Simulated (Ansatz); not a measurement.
## Relaxing Cd3I2

These are results of Ansatz 0.2.0, DFT PBE, scalar-relativistic, plane waves, PAW, not measurements. Cutoff 420 eV, Γ-centred k mesh, Gaussian smearing, no spin polarisation in the final step.

Cd3I2 was placed on the anti-A-type sesquioxide structure type (P-3m1, No. 164), with I in place of La, Cd in place of O, at a guessed volume.

```
CELL_PARAMETERS angstrom
4.84353 0.00000 0.00000
-2.42177 4.19462 0.00000
0.00000 0.00000 7.53575
ATOMIC_POSITIONS crystal
Cd 0.00000 0.00000 0.00000
Cd 0.33333 0.66667 0.64500
Cd 0.66667 0.33333 0.35500
I 0.33333 0.66667 0.24500
I 0.66667 0.33333 0.75500
```

Cell and atoms relax at zero pressure; the relaxation can't lower the symmetry of the start. After a coarse first stage the cell is made exact in the group found at 0.06 Å.

Energies over the elements count from the elements' standard structures at the same level, with no empirical corrections.

(1) Describe the relaxed structure.

(2) What are its volume, energy, density and gap?

Results:

(1) It keeps P-3m1 (No. 164), but not the shape of the type it started on. Conventional cell: a = 4.430 Å, c = 10.129 Å. Around Cd on Wyckoff site a (1 atom of the primitive cell) lie 6 I at 3.13 Å; around Cd on Wyckoff site d (2 atoms of the primitive cell) lie 3 Cd at 2.94 Å; I is coordinated by 3 Cd at 3.13 Å and 3 Cd at 3.60 Å (next Cd at 3.99 Å).

```
Cd I
1.0
     4.42980    0.00000    0.00000
    -2.21490    3.83632    0.00000
     0.00000    0.00000   10.12869
Cd I
3 2
Direct
  0.00000 0.00000 0.00000
  0.33333 0.66667 0.57204
  0.66667 0.33333 0.42796
  0.33333 0.66667 0.17815
  0.66667 0.33333 0.82185
```

(2) The volume per atom is 34.43 Å³, the density is 5.70 g/cm³ and the energy over the elements is -0.16 eV/atom. The gap on the 12×12×4 mesh is 0 eV (a metal).

The final run used a 12×12×4 mesh on its 5-atom cell and 0.10 eV smearing. For metals, differences of a few meV/atom aren't resolved. Spin–orbit coupling is left out. A structure relaxed within its symmetry needn't be a true minimum.

Cost: 3 runs of about 3.4 core-minutes in all, on Intel Xeon 6975P-C (Granite Rapids) (shared hosts).